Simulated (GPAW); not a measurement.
Crystal: ZrSe2.

```xyz
3
Lattice="3.7980 0.0000 0.0000 -1.8990 3.2892 0.0000 0.0000 0.0000 6.1920" Properties=species:S:1:pos:R:3 pbc="T T T"
Zr    0.0000    0.0000    0.0000
Se    1.8990    1.0964    4.6440
Se    0.0000    2.1928    1.5480
```

```yaml
Program: GPAW 26.7.0
Task: relaxation of cell and atoms
Functional: PBEsol
Potentials_or_basis: PAW data sets generated in the run's folder for this functional
Cutoff: 600 eV
Basis: pw
k_mesh: 8 × 8 × 5
Occupations: fermi-dirac, width 0.05 eV
Spin: no spin polarisation
```

At the start: pressure -1.4 GPa; volume 25.78 Å³/atom.

Task: How do energy, volume and symmetry change on relaxing?

Result: Over 8 steps the energy falls by 6.6 meV/atom and the volume is 24.87 Å³/atom (-3.6 %); space group P-3m1 (No. 164, to 0.05 Å).

The path:
| step | energy change (eV) | largest force (eV/Å) | pressure (GPa) | volume (Å³) |
| --- | --- | --- | --- | --- |
| 1 | 0.0000 | 0.0655 | -1.39 | 77.35 |
| 2 | -0.0022 | 0.0789 | -1.25 | 77.18 |
| 3 | -0.0060 | 0.1018 | -0.97 | 76.85 |
| 4 | -0.0103 | 0.1265 | -0.63 | 76.41 |
| 5 | -0.0143 | 0.1417 | -0.27 | 75.91 |
| 6 | -0.0174 | 0.1356 | 0.01 | 75.41 |
| 7 | -0.0194 | 0.1007 | 0.14 | 74.97 |
| 8 | -0.0199 | 0.0387 | 0.10 | 74.60 |

Final structure:
```cif
data_structure
_symmetry_space_group_name_H-M 'P 1'
_symmetry_Int_Tables_number 1
_cell_length_a 3.7218
_cell_length_b 3.7218
_cell_length_c 6.2188
_cell_angle_alpha 90.000
_cell_angle_beta 90.000
_cell_angle_gamma 120.000
_cell_volume 74.60
loop_
_atom_site_label
_atom_site_type_symbol
_atom_site_fract_x
_atom_site_fract_y
_atom_site_fract_z
_atom_site_occupancy
Zr1 Zr 0.00000 0.00000 0.00000 1
Se1 Se 0.66667 0.33333 0.74481 1
Se2 Se 0.33333 0.66667 0.25519 1
```

Caveat: later steps reuse the first step's grids; this functional lacks dispersion, which binds the layers, so the pressure and a relaxed spacing across them are unreliable.
